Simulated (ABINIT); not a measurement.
The system is WC.

```xyz
2
Lattice="0.0000 2.1927 2.1927 2.1927 0.0000 2.1927 2.1927 2.1927 0.0000" Properties=species:S:1:pos:R:3 pbc="T T T"
W     0.0000    0.0000    0.0000
C     2.1927    2.1927    2.1927
```

Measurements of this composition are mostly on another form, of space group No. 187.

| Property | Result |
| --- | --- |
| Program | ABINIT 10.8.3 (patched build) |
| Task | single point |
| Functional | PBE |
| Potentials or basis | JTH PAW PBE v2.0 |
| Cutoff | 517 eV |
| k mesh | 10 × 10 × 10 |
| Occupations | fermi-dirac, width 0.05 eV |
| Spin | no spin polarisation |

On this cell: pressure -0.9 GPa; largest force zero by symmetry; band gap on the k mesh none (metal or under the smearing width).

The same run follows on a disturbed copy (atoms moved at random, drawn with an rms of 0.05 Å):

```
W C
1.0
     0.00000    2.19268    2.19268
     2.19268    0.00000    2.19268
     2.19268    2.19268    0.00000
W C
1 1
Direct
  0.98258 0.99518 0.00280
  0.51745 0.50594 0.48678
```

Task: What does the disturbed cell give?

Result: The energy (extrapolated to zero smearing) moves by +20.1 meV/atom; pressure 1.0 GPa; largest force 0.743 eV/Å; band gap on the k mesh none (metal or under the smearing width).

Forces in eV/Å, atoms in the order of the input:
```
W   -0.083  0.292  0.678
C    0.083 -0.292 -0.678
```

Stress tensor (GPa, compression positive):
```
-1.03 -0.02  0.01
-0.02 -0.18 -0.03
 0.01 -0.03  4.27
```

Caveats: the highest band is partly filled, so the run has too few bands.
